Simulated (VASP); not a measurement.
Write the native input for VASP 6.6.1 that does the following.

* Task: atomic charges
* Functional: B3LYP
* Potentials or basis: VASP PAW PBE potentials, release 64 (H, Rh_pv)
* Cutoff: 520 eV
* k mesh: 5 × 5 × 5
* Occupations: fermi-dirac, width 0.05 eV
* Spin: collinear spin, ferromagnetic start
* Starting moments: [0.0, 0.0, 0.0, 0.6] μB
* Grid for exact exchange (PRECFOCK): Fast
* Exchange at q = 0: default
* Further INCAR settings: ALGO = Normal; EDIFF = 1e-06

Crystal: H3Rh.

```
H Rh
1.0
     3.36922    0.00000    0.00000
     0.00000    3.36922    0.00000
     0.00000    0.00000    3.36922
H Rh
3 1
Direct
  0.00000 0.50000 0.50000
  0.50000 0.00000 0.50000
  0.50000 0.50000 0.00000
  0.50000 0.50000 0.50000
```

The cell was built by a generator and needn't be a form met in nature.

The cell isn't the ideal one: volume scaled by 1.04.

These files were run (other wordings do the same):

POSCAR

```
H3Rh
1.0
    3.3692210710      0.0000000000      0.0000000000
    0.0000000000      3.3692210710      0.0000000000
    0.0000000000      0.0000000000      3.3692210710
H Rh
3 1
Direct
    0.0000000000      0.5000000000      0.5000000000
    0.5000000000      0.0000000000      0.5000000000
    0.5000000000      0.5000000000      0.0000000000
    0.5000000000      0.5000000000      0.5000000000
```

INCAR.step1

```
PREC     = Accurate       # precision mode
ENCUT    = 520            # plane-wave cutoff, eV
EDIFF    = 1E-5           # SCF threshold, eV
ISMEAR   = -1             # smearing method
SIGMA    = 0.05           # smearing width, eV
LREAL    = False          # projectors in reciprocal space
LASPH    = True           # aspherical terms in the spheres
NELM     = 60             # most SCF steps
ALGO     = Normal         # electronic algorithm
ISIF     = 2              # what is computed and relaxed
LWAVE    = True           # write WAVECAR
LCHARG   = False          # write CHGCAR
ISPIN    = 2              # spin polarisation
MAGMOM   = 0 0 0 0.6      # initial moments
LMAXMIX  = 4              # l up to which the mixer works
GGA      = PE             # functional
```

INCAR.step2

```
PREC     = Accurate       # precision mode
ENCUT    = 520            # plane-wave cutoff, eV
EDIFF    = 1E-6           # SCF threshold, eV
ISMEAR   = -1             # smearing method
SIGMA    = 0.05           # smearing width, eV
LREAL    = False          # projectors in reciprocal space
LASPH    = True           # aspherical terms in the spheres
NELM     = 60             # most SCF steps
ALGO     = Normal         # electronic algorithm
ISIF     = 2              # what is computed and relaxed
LWAVE    = False          # write WAVECAR
LCHARG   = False          # write CHGCAR
ISPIN    = 2              # spin polarisation
MAGMOM   = 0 0 0 0.6      # initial moments
LORBIT   = 10             # projections on sites
LMAXMIX  = 4              # l up to which the mixer works
GGA      = B3             # functional
LHFCALC  = True           # exact exchange
AEXX     = 0.2            # exact-exchange fraction
AGGAX    = 0.72         
AGGAC    = 0.81         
ALDAC    = 0.19         
PRECFOCK = Fast         
ISTART   = 1
```

KPOINTS

```
Automatic mesh
0
Gamma
  5 5 5
```

Potentials or basis: VASP PAW PBE potentials, release 64 (H, Rh_pv).

Command:

```sh
$ cat potpaw_PBE.64/H/POTCAR potpaw_PBE.64/Rh_pv/POTCAR > POTCAR
$ cp INCAR.step1 INCAR
$ mpirun -np 1 vasp_std > vasp.out
$ cp INCAR.step2 INCAR
$ mpirun -np 1 vasp_std > vasp.out
```

It gave:

The pressure is -3.5 GPa, the band gap on the k mesh is 2.99 eV, indirect (least direct gap 3.47 eV) and the net moment is 0.00 μB per cell. The valence electrons inside the program's atomic spheres are H 0.58; Rh 13.86.

Caveat: the PAW data sets were made with another functional, which shifts forces and pressure a little; an odd mesh through Γ misses points on the zone boundary, where band edges often lie.

Wall time 3.7 min on 1 thread of Intel(R) Xeon(R) Platinum 8488C (Sapphire Rapids), on a shared host, peak memory 0.18 GiB.
